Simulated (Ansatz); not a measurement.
**Ta under changes of volume**

One of the cells (18.819 Å³/atom); the others are scaled copies at fixed shape and fractional positions:

```xyz
2
Lattice="2.9004 0.0000 0.0000 -1.4502 2.5118 0.0000 0.0000 0.0000 5.1663" Properties=species:S:1:pos:R:3 pbc="T T T"
Ta    0.0000    1.6745    1.2916
Ta    1.4502    0.8373    3.8747
```

This isn't the form of Ta at room conditions, which is bcc.

| Item | Value |
| --- | --- |
| Program | Ansatz 0.2.0 |
| Functional | PBEsol |
| Potentials or basis | Ansatz PAW |
| Cutoff | 420 eV (not typed: the program's choice for these potentials) |
| k mesh | 11 × 11 × 5 |
| Occupations | fermi-dirac, width 0.05 eV |
| Spin | no spin polarisation |

```csv
volume (Å³/atom),energy over the lowest point (meV/atom),pressure (GPa)
17.689,5.88,4.9
18.066,0.00,0.4
18.442,4.15,-3.7
18.819,17.36,-7.3
19.195,38.75,-10.6
19.571,?,?
19.948,102.97,-16.3
```

**Question.** What does the run at 19.571 Å³/atom give?

**Answer.** Energy over the lowest point 67.53 meV/atom; pressure -13.6 GPa.

Worked out: A Birch-Murnaghan fit of order 3 (a polynomial in V^(-2/3)) to the other rows has its minimum at 18.09 Å³/atom with B0 = V·E''(V) = 204 GPa and B' = 3.9 at fixed shape and positions, which overstates the stiffness. It gives 67.47 meV/atom at 19.571 Å³/atom, against the run's 67.53, and -dE/dV = -13.7 GPa, against -13.6.

Energies are extrapolated to zero smearing.

Caveats: the PAW data sets come from PBE, with cores solved anew for the run's functional, which leaves a small shift of forces and pressure.
